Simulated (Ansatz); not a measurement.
A run of Ansatz 0.2.0 is set up as follows.

input.yaml

```yaml
crystal:
  lattice:
    - [-1.62691493, 1.62691493, 1.32032985]
    - [1.62691493, -1.62691493, 1.32032985]
    - [1.62691493, 1.62691493, -1.32032985]
  atoms:
    - { symbol: Si, position: [0.0, 0.0, 0.0] }
hamiltonian:
  xc: pbe
  pseudopotentials: { kind: paw }
kpoints:
  mp_grid: { grid: [10, 10, 10] }
scf:
  occupations: { method: fermi_dirac, width: 0.05 }
phonons:
  method: dfpt
```

Potentials or basis: Ansatz PAW.

The run is started by

```bash
$ ansatz run input.yaml --threads 2 --pin off --max-ram 5632MiB --backend cpu --events-out ev --progress --plain --runs-dir out
```

(1) Predict the band gap on the k mesh.

Answers

(1) none (metal or under the smearing width).
